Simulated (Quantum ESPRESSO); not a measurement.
Ag: phonons at K under several settings

```
CELL_PARAMETERS angstrom
0.00000 2.04275 2.04275
2.04275 0.00000 2.04275
2.04275 2.04275 0.00000
ATOMIC_POSITIONS crystal
Ag 0.00000 0.00000 0.00000
```

All runs used Quantum ESPRESSO 7.5; potentials PseudoDojo 0.4.1 SR PBE standard; k mesh 11 × 11 × 11; given cell, atoms relaxed; no spin polarisation; cutoff 1116 eV.

| level | occupations | pressure (GPa) | frequencies (cm⁻¹) |
| --- | --- | --- | --- |
| BLYP | methfessel-paxton, width 0.136 eV | 11.8 | 156 207 217 |
| PBE | cold, width 0.2 eV | ? | ? |

Task: What stands in the row left open?

Result: Pressure 4.3 GPa; frequencies 126 182 182 cm⁻¹.

Caveats: the cell is more than 3 GPa from zero pressure, which shifts response properties; the q point doesn't lie on the k mesh, which can shift a metal's frequencies strongly unless the mesh is converged; the potentials were made for another functional, which shifts forces and pressure (some runs).

For the row left open. Caveat: the cell is more than 3 GPa from zero pressure, which shifts response properties; the q point doesn't lie on the k mesh, which can shift a metal's frequencies strongly unless the mesh is converged.
